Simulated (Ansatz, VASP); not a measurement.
# ScAl3 in VASP and in Ansatz

```xyz
4
Lattice="4.1260 0.0000 0.0000 0.0000 4.1260 0.0000 0.0000 0.0000 4.1260" Properties=species:S:1:pos:R:3 pbc="T T T"
Sc    0.0000    0.0000    0.0000
Al    2.0630    0.0000    2.0630
Al    0.0000    2.0630    2.0630
Al    2.0630    2.0630    0.0000
```

Alike in both runs: task single point; functional r2SCAN; k mesh 10 × 10 × 10; occupations gaussian, width 0.1 eV; no spin polarisation.

```csv
,VASP,Ansatz
version,VASP 6.6.1,Ansatz 0.2.0
potentials or method,"VASP PAW PBE potentials, release 64 (Sc_sv, Al)","scalar-relativistic, plane waves, PAW"
plane-wave cutoff (eV),520,500
valence electrons in the cell,20,20
```

|  | VASP | Ansatz | Ansatz less VASP |
| --- | --- | --- | --- |
| gap on the k mesh at the Fermi level (eV) | none | none | - |
| pressure (GPa) | -2.6 | -2.6 | +0.01 |

A gap of «none» marks a metal or a gap that the smearing closes.

Caveats: the PAW data sets were made with another functional, which shifts forces and pressure a little (VASP).
